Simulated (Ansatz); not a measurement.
# Pd (Im-3m) in Ansatz: notebook, part 2 of 2

Ansatz 0.2.0. Earlier steps stand in the parts before.

## (3) Phonons, PBE

input.yaml

```yaml
crystal:
  lattice:
    - [-1.572281, 1.572281, 1.572281]
    - [1.572281, -1.572281, 1.572281]
    - [1.572281, 1.572281, -1.572281]
  atoms:
    - { symbol: Pd, position: [0.0, 0.0, 0.0] }
hamiltonian:
  xc: pbe
  pseudopotentials: { kind: paw }
kpoints:
  mp_grid: { grid: [9, 9, 9] }
scf:
  occupations: { method: fermi_dirac, width: 0.05 }
phonons:
  method: dfpt
```

Potentials or basis: Ansatz PAW.

Command:

```console
> ansatz run input.yaml --threads 2 --pin off --max-ram 5632MiB --backend cpu --events-out ev --progress --plain --runs-dir out
```

Standard output:

```text
Warning: RAYON_NUM_THREADS=2 ignored (pool sized by the plan → 2); use --threads N
Engine: ansatz 0.2.0, aarch64-unknown-linux-gnu
Pseudopotentials: kind: paw
Pseudopotential: Pd, paw, valence charge 18, recommended cutoff 420 eV (normal), Pd.paw.azcp
Functional definition: PBE
  parameter kappa = 0.804
  parameter beta = 0.06672455060314922
  exchange = pbe_x(kappa = kappa, mu = beta*pi^2/3)
  correlation = pbe_c(beta = beta)
Crystal: 1 atoms, lattice volume = 15.547 Å³
Basis set: ecut = 420 eV, 321 PW (Γ), exchange–correlation on 40×40×40 points (8 copies of the dense FFT grid, shifted against one another)
Bands: 13, of which v1, the nominal top of the filled ones, is band 9 counted from 1 (8 counted from 0)
Symmetry: 48 space group operations
k-points: 75 of 729 (irreducible under 8 space group operations, time reversal used)
Non-local potential: Pd, projectors of the file, l = 0: 2, l = 1: 2, l = 2: 2, l = 3: 1
[... 31 lines left out ...]
  E_vxc        = -211.170668  (∫ρ·V_xc dr)
  E_paw        = -3750.344343  (= ΣΔE_a)
  E_vpaw       = -329.581316  (= ΣTr[D̂ρ^β])
  E_aug_tail   = 0.000172  (compensation charges beyond the density's cutoff)
  E_ewald      = -2699.706598
  E_smearing   = -0.007993  (= −TS)
  E_closure    = -0.000000  (closes the sum)
  Σ components = -6972.819133   (vs F -6972.819133, Δ=0.00e0)
--- Band table (eV; the first three rows and the last of 75) ---
  k-point 0: bands = ["-65.4790", "-31.0137", "-31.0137", "-31.0137", "11.7054", "15.7220", "15.7220", "15.7220", "17.5629", "17.5629", "37.5244", "37.5244", "37.5244"]
  k-point 1: bands = ["-65.4736", "-31.0551", "-31.0281", "-31.0134", "12.1497", "15.5791", "15.7271", "16.0317", "17.4122", "17.5747", "37.0798", "37.4960", "38.0340"]
  k-point 2: bands = ["-65.4597", "-31.1591", "-31.0644", "-31.0129", "13.2092", "15.2345", "15.8453", "16.8833", "17.2577", "17.6195", "34.4505", "36.4009", "39.3454"]
  k-point 74: bands = ["-65.3978", "-31.2700", "-31.2640", "-31.2640", "13.7205", "13.7575", "18.3971", "18.3971", "18.5499", "26.3419", "28.0271", "28.0271", "35.1929"]
--- Phonons (Γ-DFPT): 1 representative perturbation + reference, on 75 of 729 k-points (Σ response iterations 4) ---
  k mesh reduced under 8 symmetry operations, with k and −k counted as one. Each operation leaves every solved perturbation unchanged. A smaller set is not used because it would not reduce the number of displacements times k-points to solve
  ASR residual: 1.283e-5 → 0.000e0 eV/Å²; symmetrization residual: 1.113e-19 eV/Å²
  ASR residual per site (eV/Å²): 1.28e-5
  Γ frequencies (cm⁻¹): 0.00 0.00 0.00
  non-analytic LO–TO correction: not included (Born effective charges unavailable; polar crystals: no LO–TO splitting at Γ)
```

It took 1.9 s on 2 threads of Arm Neoverse V1, shared host; peak memory 0.32 GiB.

What came out:

```
Free energy            : -6972.8191 eV
Band gap on the k mesh : none (metal or under the smearing width)
```

Levels at points of the mesh, in eV from the Fermi level:
| k point | band 7 | band 8 | band 9 | band 10 | band 11 | band 12 |
| --- | --- | --- | --- | --- | --- | --- |
| (0.00, 0.00, 0.00) | -2.72 | -2.72 | -0.88 | -0.88 | 19.08 | 19.08 |

## (4) Phonons, LDA

Edit input.yaml of step 3 so:

```diff
@@ -8,3 +8,3 @@
 hamiltonian:
-  xc: pbe
+  xc: lda
   pseudopotentials: { kind: paw }
```

Potentials or basis: Ansatz PAW.

Command:

```console
> ansatz run input.yaml --threads 2 --pin off --max-ram 5632MiB --backend cpu --events-out ev --progress --plain --runs-dir out
```

Standard output:

```text
Warning: RAYON_NUM_THREADS=2 ignored (pool sized by the plan → 2); use --threads N
[... 6 set-up lines as earlier in the session ...]
Crystal: 1 atoms, lattice volume = 15.547 Å³
Basis set: ecut = 420 eV, 321 PW (Γ), exchange–correlation on 40×40×40 points (8 copies of the dense FFT grid, shifted against one another)
Bands: 13, of which v1, the nominal top of the filled ones, is band 9 counted from 1 (8 counted from 0)
[... 1 set-up line as earlier in the session ...]
k-points: 75 of 729 (irreducible under 8 space group operations, time reversal used)
[... 7 set-up lines as earlier in the session ...]
SCF iter   1: F=—  HF=-6844.478156 eV  |F-HF|=—  |Δ(HF+E_count)|=         —  Δρ=1.30e-2  dr2=1.83e-2  ethr=1.77e-3  ⟨swp⟩=5.3  Hψ=5532  notcnv=0
preconditioner: auto → none  [metal: Δε(μ)=0.105 eV  Ē_g=13.563 eV  σ=0.050 eV  W_gap=0.40  n_scr=0 (ndim 8)  ℏωp=29.8 eV  f_vac=0.000  D(μ)=0.88/eV (n_scr^D=12)]
SCF iter   2: F=—  HF=-6844.474456 eV  |F-HF|=—  |Δ(HF+E_count)|=   3.70e-3  Δρ=6.68e-3  dr2=4.52e-3  ethr=1.02e-4  ⟨swp⟩=2.5  Hψ=2311  notcnv=0
SCF iter   3: F=—  HF=-6844.473109 eV  |F-HF|=—  |Δ(HF+E_count)|=   1.35e-3  Δρ=2.64e-3  dr2=1.84e-4  ethr=2.51e-5  ⟨swp⟩=2.1  Hψ=1467  notcnv=0
SCF iter   4: F=—  HF=-6844.473081 eV  |F-HF|=—  |Δ(HF+E_count)|=   2.71e-5  Δρ=1.37e-4  dr2=1.04e-6  ethr=1.02e-6  ⟨swp⟩=1.2  Hψ=1048  notcnv=0
SCF iter   5: F=—  HF=-6844.473081 eV  |F-HF|=—  |Δ(HF+E_count)|=   7.98e-7  Δρ=1.36e-5  dr2=1.19e-8  ethr=5.79e-9  ⟨swp⟩=2.4  Hψ=1623  notcnv=0
SCF iter   6: F=—  HF=-6844.473081 eV  |F-HF|=—  |Δ(HF+E_count)|=   3.07e-9  Δρ=1.72e-6  dr2=1.41e-10  ethr=6.60e-11  ⟨swp⟩=2.5  Hψ=1339  notcnv=0
SCF iter   7: F=-6844.473081 eV  HF=-6844.473081 eV  |F-HF|=9.09e-13  |Δ(HF+E_count)|=  5.00e-11  Δρ=8.04e-8  dr2=2.68e-13  ethr=1.00e-12  ⟨swp⟩=5.0  Hψ=3701  notcnv=0
SCF 1 converged in 7 iterations: F = -6844.473081 eV  dr2 = 2.68e-13
DFPT response loops at Γ: preconditioner auto → Kerker (q_TF=auto, 2.796 Å⁻¹) (partly filled bands, converged f_vac=0.000); β = 1.00, the filter's whole step (`scf.mixing.beta` (0.50) is not read by the response loops under this deck's `scf.mixing.preconditioner`; to damp them name `kerker` or `kerker_dos`, under which they read `scf.mixing.beta`, and type it under 1.00, their step now; both keys bind the ground state too); Broyden in place of MSR1
SCF converged after 7 iterations
Free energy (F): -6844.473081 eV
Harris-Foulkes:  -6844.473081 eV  (|F-HF|=9.09e-13)
Internal energy: -6844.465137 eV  (E = F + TS)
E sigma→0 (E₀):  -6844.469109 eV
Entropy (-TS):   -0.007944 eV (-7.944 meV/atom)
Fermi energy:    18.082599 eV
--- Per-component energies (eV) ---
  E_band       = -163.079031
  E_kinetic    = 512.299465
  E_local      = -1825.935356  (includes V_loc(G=0)·N_el)
  E_nonlocal   = 223.110788
  E_hartree    = 734.876268
  E_xc         = -167.009859
  E_vxc        = -210.455690  (∫ρ·V_xc dr)
  E_paw        = -3622.780747  (= ΣΔE_a)
  E_vpaw       = -331.850947  (= ΣTr[D̂ρ^β])
  E_aug_tail   = 0.000168  (compensation charges beyond the density's cutoff)
  E_ewald      = -2699.706598
  E_core_change = 0.680734  (= ΣΔE_core)
  E_smearing   = -0.007944  (= −TS)
  E_closure    = 0.000000  (closes the sum)
  Σ components = -6844.473081   (vs F -6844.473081, Δ=0.00e0)
--- Band table (eV; the first three rows and the last of 75) ---
  k-point 0: bands = ["-65.7004", "-31.2848", "-31.2848", "-31.2848", "11.2284", "15.3325", "15.3325", "15.3325", "17.2176", "17.2176", "37.1209", "37.1209", "37.1209"]
  k-point 1: bands = ["-65.6948", "-31.3266", "-31.2993", "-31.2845", "11.6733", "15.1888", "15.3376", "15.6446", "17.0649", "17.2293", "36.6876", "37.0957", "37.6344"]
  k-point 2: bands = ["-65.6807", "-31.4317", "-31.3360", "-31.2839", "12.7429", "14.8423", "15.4485", "16.5031", "16.9050", "17.2742", "34.0260", "35.9916", "38.9567"]
  k-point 74: bands = ["-65.6181", "-31.5438", "-31.5377", "-31.5377", "13.3479", "13.3842", "18.0330", "18.0330", "18.1891", "25.8460", "27.5283", "27.5283", "34.7090"]
--- Phonons (Γ-DFPT): 1 representative perturbation + reference, on 75 of 729 k-points (Σ response iterations 4) ---
  k mesh reduced under 8 symmetry operations, with k and −k counted as one. Each operation leaves every solved perturbation unchanged. A smaller set is not used because it would not reduce the number of displacements times k-points to solve
  ASR residual: 3.747e-5 → 0.000e0 eV/Å²; symmetrization residual: 1.084e-19 eV/Å²
  ASR residual per site (eV/Å²): 3.75e-5
  Γ frequencies (cm⁻¹): 0.00 0.00 0.00
  non-analytic LO–TO correction: not included (Born effective charges unavailable; polar crystals: no LO–TO splitting at Γ)
```

Run time: 1.9 s. Hardware: 2 threads of Arm Neoverse V1, shared host; peak memory 0.31 GiB.

What came out:

```yaml
Free_energy: -6844.4731 eV
Band_gap_on_the_k_mesh: none (metal or under the smearing width)
```

Caveat: the PAW data sets come from PBE, with cores solved anew for the run's functional, which leaves a small shift of forces and pressure.

## (5) Overview

| task | level | atoms under strain | gap on the mesh (eV) |
| --- | --- | --- | --- |
| elastic constants | LDA | clamped | none |
| phonons | PBE | - | none |
| phonons | LDA | - | none |

Alike in all rows: potentials or basis Ansatz PAW; no spin polarisation; cell as given; k mesh 9 × 9 × 9; cutoff (eV) 420; smearing fermi-dirac 0.05 eV.

Every run on the cell as given and a fine mesh finds a metal.

Caveats: the PAW data sets come from PBE, with cores solved anew for the run's functional, which leaves a small shift of forces and pressure (some runs); the cell is more than 3 GPa from zero pressure, which shifts response properties (some runs); the elastic tensor has a negative eigenvalue, so either the cell is unstable as it stands or the mesh is too thin (some runs).

Total energies depend on the potentials used, so only differences within one code and one set of settings carry meaning.
